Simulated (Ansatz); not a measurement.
The system is TePt.

```
CELL_PARAMETERS angstrom
1.98157 1.14406 6.66103
-1.98157 1.14406 6.66103
0.00000 -2.28812 6.66103
ATOMIC_POSITIONS crystal
Pt 0.12967 0.12967 0.12967
Pt 0.87033 0.87033 0.87033
Te 0.40200 0.40200 0.40200
Te 0.59800 0.59800 0.59800
```

Base run:

| Property | Result |
| --- | --- |
| Program | Ansatz 0.2.0 |
| Functional | r2SCAN |
| Potentials or basis | Ansatz PAW |
| Cutoff | 500 eV |
| Density cutoff | 2000 eV |
| k mesh | 8 × 8 × 8 |
| Occupations | fermi-dirac, width 0.05 eV |
| Spin | no spin polarisation |

Its results: band gap on the k mesh none (metal or under the smearing width); pressure 2.6 GPa; largest force 0.121 eV/Å.

**Question.** After a change of settings the same cell gave: band gap on the k mesh none (metal or under the smearing width); pressure -2.9 GPa; largest force 0.208 eV/Å. Which change was it?
A. functional from r2SCAN to PBEsol; cutoff from 500 eV to 420 eV; density cutoff from 2000 eV to 1680 eV; hubbard terms from none to Pt d U = 6 eV; hubbard projectors from none to ortho-atomic (the default)
B. functional from r2SCAN to LDA; cutoff from 500 eV to 420 eV; density cutoff from 2000 eV to 1680 eV
C. functional from r2SCAN to PBEsol; cutoff from 500 eV to 420 eV; density cutoff from 2000 eV to 1680 eV; occupations from fermi-dirac, width 0.05 eV to gaussian, width 0.05 eV
D. k mesh from 8 × 8 × 8 to 6 × 6 × 6; spin from no spin polarisation to spin-orbit coupling, no magnetisation; potential files from those of the base run to others of the same set

**Answer.** B.

Caveats: the PAW data sets come from PBE, with cores solved anew for the run's functional, which leaves a small shift of forces and pressure.

Not every run made on this cell is shown here.
